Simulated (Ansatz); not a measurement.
**Mn, alpha-Mn (A12): geometry optimisation**

The calculation used DFT, LDA (PW92), plane waves (420 eV) with PAW, scalar-relativistic in Ansatz. (PAW data from PBE, frozen cores regenerated.)

k-point mesh 3×3×3, Fermi-Dirac smearing 0.05 eV, starting moments 3.00, 2.50 ×4, -0.80 ×12, -0.40 ×12 μB. Cell and atoms relax.

Starting structure:

```
Mn
1.0
    -4.40000    4.40000    4.40000
     4.40000   -4.40000    4.40000
     4.40000    4.40000   -4.40000
Mn
29
Direct
  0.36600 0.00000 0.00000
  0.60900 0.32300 0.00000
  0.60900 0.00000 0.32300
  0.81100 0.63300 0.00000
  0.81100 0.00000 0.63300
  0.82200 0.18900 0.18900
  0.00000 0.36600 0.00000
  0.32300 0.60900 0.00000
  0.00000 0.60900 0.32300
  0.63300 0.81100 0.00000
  0.00000 0.81100 0.63300
  0.18900 0.82200 0.18900
  0.00000 0.00000 0.36600
  0.00000 0.32300 0.60900
  0.32300 0.00000 0.60900
  0.00000 0.63300 0.81100
  0.63300 0.00000 0.81100
  0.18900 0.18900 0.82200
  0.00000 0.00000 0.00000
  0.63400 0.63400 0.63400
  0.39100 0.39100 0.71400
  0.71400 0.39100 0.39100
  0.39100 0.71400 0.39100
  0.67700 0.67700 0.28600
  0.28600 0.67700 0.67700
  0.67700 0.28600 0.67700
  0.36700 0.36700 0.17800
  0.17800 0.36700 0.36700
  0.36700 0.17800 0.36700
```

**Question.** What cell does the relaxation end in?

**Answer.** I-43m (spin ignored) with a = 8.385 Å; 10.16 Å³ per atom against 11.75 at the start (-13.5 %).

**Question.** How much energy does the relaxation gain?

**Answer.** 187.6 meV per atom.

Path of the relaxation (the plane waves are chosen anew near the end, which can shift the energy a little):

```
step  E − E(final) (meV/atom)  V (Å³/atom)  P (GPa)  max force (eV/Å)
   0                   187.61       11.750   -29.41             0.671
   1                    15.16       10.569   -10.65             0.131
   2                     3.29        9.969     6.40             0.064
   3                     0.91       10.196    -1.37             0.183
   4                    -0.41       10.169    -0.05             0.024
   5                    -0.46       10.164     0.02             0.007
   6                     0.00       10.164    -0.03             0.007
```

**Question.** Which magnetic state does it end in?

**Answer.** ferrimagnetic, largest moment 1.03 μB in the atomic sphere; moments -1.03, 0.35 ×4, -0.04 ×12, 0.01 ×12 μB.
